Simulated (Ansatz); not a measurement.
Al2Pt: phonons across the zone

All numbers below come from DFT PBE, scalar-relativistic, plane waves, PAW in Ansatz. Plane waves to 420 eV; Γ-centred k mesh 10×10×10; Gaussian smearing of 0.10 eV. No spin polarisation. Phonons by linear response, acoustic sum rule imposed.

Relaxed structure:
```xyz
3
Lattice="0.0000 2.9731 2.9731 2.9731 0.0000 2.9731 2.9731 2.9731 0.0000" Properties=species:S:1:pos:R:3 pbc="T T T"
Al    1.4866    1.4866    1.4866
Al    4.4597    4.4597    4.4597
Pt    0.0000    0.0000    0.0000
```

The cell has the fluorite type, in a space group that the part of the Crystallography Open Database at hand lists for this formula; it was reached from a generator's guess. In a metal, frequencies and elastic constants depend on the k mesh and the smearing, soft modes and shear constants most. Spin–orbit coupling is left out, which matters for heavy elements. The q mesh is coarse, so values between its points are rough.

Force constants from linear response on a 2×2×2 q mesh.

Path: Γ–X–U | K–Γ–L–W–X. Only the points of the 2×2×2 mesh were computed; the rest is interpolation, which is rough on so few points. On the mesh no mode is imaginary. Distance along the path (Å⁻¹), then the branches (cm⁻¹, negative for imaginary):
```
0.000  0 0 0 228 228 228 293 293 293
0.132  19 19 30 227 227 231 289 293 293
0.264  37 37 58 226 226 239 280 292 292
0.396  54 54 82 225 225 252 266 292 292
0.528  70 70 100 224 224 249 269 293 293
0.660  83 83 114 223 223 230 285 294 294
0.792  93 93 123 214 223 223 294 294 300
0.925  99 99 129 203 223 223 295 295 309
1.057  101 101 130 199 224 224 296 296 312
1.103  101 101 130 199 224 224 295 295 312
1.150  100 102 130 199 224 224 295 295 312
1.197  100 103 128 200 224 225 294 294 312
1.244  99 104 127 200 224 227 293 294 311
1.290  98 106 125 201 225 229 292 292 310
1.337  96 108 123 202 226 231 290 291 309
1.384  95 110 120 203 227 233 288 290 308
1.430  93 112 117 204 228 236 286 288 307
1.430  93 112 117 204 228 236 286 288 307
1.570  86 108 118 209 233 244 278 281 303
1.710  78 97 120 213 241 253 268 272 299
1.851  69 85 117 217 252 257 262 263 296
1.991  59 71 107 221 247 252 263 272 294
2.131  47 56 90 224 238 242 274 280 293
2.271  33 39 64 226 232 234 284 287 292
2.411  17 20 34 227 229 229 290 291 293
2.551  0 0 0 228 228 228 293 293 293
2.665  15 15 28 228 228 228 292 292 292
2.780  28 28 55 229 230 230 289 289 291
2.894  41 41 79 230 233 233 284 284 288
3.009  50 50 99 233 237 237 279 279 285
3.123  58 58 114 238 242 242 273 273 280
3.237  63 63 125 244 246 246 267 267 274
3.352  66 66 130 251 251 252 261 261 268
3.466  67 67 132 256 256 257 257 260 260
3.559  68 69 132 248 248 258 258 266 267
3.653  72 75 131 239 240 258 259 273 276
3.746  76 83 129 231 232 259 259 280 285
3.840  82 92 126 224 224 260 260 286 292
3.933  88 100 122 218 219 260 261 291 299
4.027  94 106 118 212 215 261 261 295 303
4.120  99 111 115 209 213 262 262 297 306
4.213  102 112 112 207 212 262 262 298 307
4.279  102 110 115 206 213 255 269 298 307
4.345  102 108 118 205 215 248 275 297 308
4.411  101 106 121 203 217 242 281 297 309
4.478  101 104 124 202 219 236 286 296 310
4.543  101 103 127 200 221 231 290 296 311
4.610  101 102 129 200 222 227 293 296 312
4.676  101 101 130 199 223 224 295 296 312
4.742  101 101 130 199 224 224 296 296 312
```
